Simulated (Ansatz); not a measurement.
**Will it converge? HfO$_{2}$**

System: HfO$_{2}$, the coordinates of a database entry, unrelaxed (space group P2_1/c); the cell holds 12 atoms. Forces or pressure are large there, so the entry is far from the computed equilibrium and may be faulty or of a sample under other conditions. Source: COD entry 4001331, which need not be the ambient phase.

```
Hf O
1.0
     5.15010    0.00000    0.00000
     0.00000    5.18520    0.00000
    -0.83085    0.00000    5.27679
Hf O
4 8
Direct
  0.28000 0.04920 0.21700
  0.72000 0.54920 0.28300
  0.72000 0.95080 0.78300
  0.28000 0.45080 0.71700
  0.06930 0.32650 0.34290
  0.93070 0.82650 0.15710
  0.93070 0.67350 0.65710
  0.06930 0.17350 0.84290
  0.46070 0.74890 0.48880
  0.53930 0.24890 0.01120
  0.53930 0.25110 0.51120
  0.46070 0.75110 0.98880
```

Site labels below count the atoms in this order, from 1.

Method: DFT, PBE, PAW, plane waves, scalar-relativistic in Ansatz.

* Plane-wave cutoff: 420 eV
* k-point mesh: 4×4×4 (Γ-centred)
* Occupations: Fermi–Dirac smearing, 0.02 eV
* Valence electrons: 152
* Spin: off

The starting density is a sum of atomic densities corrected by a trained network, so it is already close to self-consistency.

Gaps of semilocal functionals run low against measured ones.

Default run: converged in 8 iterations, with a gap of 4.09 eV on the k-mesh. The search for lower states is off, and runs that name a mixer don't switch to direct minimisation.

Problem. Outcome with fixed occupations (limit 50 iterations)?

Solution. Converged in 8 iterations: free energy unchanged, zero-width estimate unchanged.

Problem. What happens with Fermi–Dirac width 0.0005 eV, no switch to direct minimisation (limit 50 iterations)?

Solution. Converged in 8 iterations: free energy unchanged, zero-width estimate unchanged.

Problem. What happens with Fermi–Dirac width 0.01 eV, no switch to direct minimisation (limit 50 iterations)?

Solution. Converged in 8 iterations: free energy unchanged, zero-width estimate unchanged.

Problem. Change to Fermi–Dirac width 0.001 eV, no switch to direct minimisation (limit 50 iterations). Does it converge, and to what?

Solution. Converged in 8 iterations: free energy unchanged, zero-width estimate unchanged.

Problem. Change to linear mixing, β 0.2, no preconditioner (limit 50 iterations). Does it converge, and to what?

Solution. Converged in 24 iterations: the same free energy.

Problem. Rank these settings by the iterations they needed, fewest first.
A. Broyden, β 0.1, history 3, no preconditioner
B. linear mixing, β 0.2, no preconditioner
C. Broyden, β 1.0, history 4, no preconditioner
D. default SCF settings

Solution. C (7), D (8), A (10), B (24).

Command:
```sh
ansatz run input.yaml --threads 2 --pin off --max-ram 5120MiB --backend cpu --events-out ev --progress --plain --runs-dir out
```

Machine: 2 threads of Arm Neoverse V1, on a shared host.

Problem. About how long does the default run take there, and how much memory does it need?

Solution. 22 s, 0.62 GiB (8 iterations, 30 k-points after symmetry).
